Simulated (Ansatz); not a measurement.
BN:

```xyz
2
Lattice="1.2511 0.7223 3.3729 -1.2511 0.7223 3.3729 0.0000 -1.4447 3.3729" Properties=species:S:1:pos:R:3 pbc="T T T"
N     0.0000    0.0000    6.7517
B     0.0000    0.0000    0.0033
```

The cell is a database's computed one.

Base run:

| Property | Result |
| --- | --- |
| Program | Ansatz 0.2.0 |
| Functional | LDA |
| Potentials or basis | Ansatz PAW |
| Cutoff | 420 eV (not typed: the program's choice for these potentials) |
| k mesh | 12 × 12 × 12 |
| Occupations | fermi-dirac, width 0.05 eV |
| Spin | no spin polarisation |

Its results: band gap on the k mesh 4.11 eV, indirect (least direct gap 4.56 eV); pressure -4.2 GPa.

The run is repeated on the same cell with these changes: functional from LDA to RPBE. What comes out?

Band gap on the k mesh 4.40 eV, indirect (least direct gap 4.77 eV); pressure 7.4 GPa.

RPBE binds less tightly than LDA, so the same cell stands under more pressure.

Caveats: the PAW data sets come from PBE, with cores solved anew for the run's functional, which leaves a small shift of forces and pressure; the k mesh misses the band edges, so the gap on the mesh is wider than the one along the path (some runs).
